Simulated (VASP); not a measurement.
Crystal: W.

```
W
1.0
     0.00000    2.03000    2.03000
     2.03000    0.00000    2.03000
     2.03000    2.03000    0.00000
W
1
Direct
  0.00000 0.00000 0.00000
```

This isn't the form of W at room conditions, which is bcc.

```yaml
Program: VASP 6.6.1
Task: relaxation of cell and atoms
Functional: PBE
Potentials_or_basis: VASP PAW PBE potentials, release 64 (W_sv)
Cutoff: 600 eV
k_mesh: 8 × 8 × 8
Occupations: fermi-dirac, width 0.05 eV
Spin: no spin polarisation
```

At the start: pressure -3.8 GPa; volume 16.73 Å³/atom.

**Question.** How do energy, volume and symmetry change on relaxing?

**Answer.** Over 4 steps the energy falls by 2.8 meV/atom and the volume is 16.50 Å³/atom (-1.4 %); space group Fm-3m (No. 225, to 0.05 Å).

Step by step:
| step | energy change (eV) | largest force (eV/Å) | pressure (GPa) | volume (Å³) |
| --- | --- | --- | --- | --- |
| 1 | 0.0000 | 0.0000 | -3.83 | 16.73 |
| 2 | 0.0279 | 0.0000 | 14.07 | 15.78 |
| 3 | -0.0028 | 0.0000 | -0.07 | 16.51 |
| 4 | -0.0028 | 0.0000 | 0.01 | 16.50 |

Final structure:
```
W
1.0
     0.00000    2.02080    2.02080
     2.02080    0.00000    2.02080
     2.02080    2.02080    0.00000
W
1
Direct
  0.00000 0.00000 0.00000
```
